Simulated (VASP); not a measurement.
ZnO:

```
Zn O
1.0
     3.24931    0.00000    0.00000
    -1.62465    2.81398    0.00000
     0.00000    0.00000    5.20571
Zn O
2 2
Direct
  0.33333 0.66667 0.50000
  0.66667 0.33333 0.00000
  0.66667 0.33333 0.37901
  0.33333 0.66667 0.87901
```

* Program: VASP 6.6.1
* Task: relaxation of cell and atoms
* Functional: PBE
* Dispersion: D3(BJ)
* Potentials or basis: VASP PAW PBE potentials, release 64 (Zn, O)
* Cutoff: 600 eV
* k mesh: 9 × 9 × 5
* Occupations: gaussian, width 0.03 eV
* Spin: no spin polarisation

At the start: pressure 2.8 GPa; volume 11.90 Å³/atom.

How do energy, volume and symmetry change on relaxing?

Over 10 steps the energy falls by 2.2 meV/atom and the volume is 12.13 Å³/atom (+1.9 %); space group P6_3mc (No. 186, to 0.05 Å).

The path:
| step | energy change (eV) | largest force (eV/Å) | pressure (GPa) | volume (Å³) |
| --- | --- | --- | --- | --- |
| 1 | 0.0000 | 0.0724 | 2.75 | 47.60 |
| 2 | -0.0064 | 0.0341 | -1.31 | 49.02 |
| 3 | -0.0087 | 0.0023 | 0.11 | 48.52 |
| 4 | -0.0087 | 0.0053 | -0.12 | 48.57 |
| 5 | -0.0087 | 0.0042 | -0.18 | 48.55 |
| 6 | -0.0088 | 0.0115 | 0.15 | 48.46 |
| 7 | -0.0088 | 0.0087 | 0.10 | 48.49 |
| 8 | -0.0088 | 0.0131 | -0.02 | 48.50 |
| 9 | -0.0088 | 0.0163 | -0.04 | 48.51 |
| 10 | -0.0089 | 0.0082 | 0.02 | 48.50 |

Final structure:
```xyz
4
Lattice="3.2616 0.0000 0.0000 -1.6308 2.8246 0.0000 0.0000 0.0000 5.2647" Properties=species:S:1:pos:R:3 pbc="T T T"
Zn    0.0000    1.8831    2.6318
Zn    1.6308    0.9415    5.2642
O     1.6308    0.9415    1.9959
O     0.0000    1.8831    4.6283
```
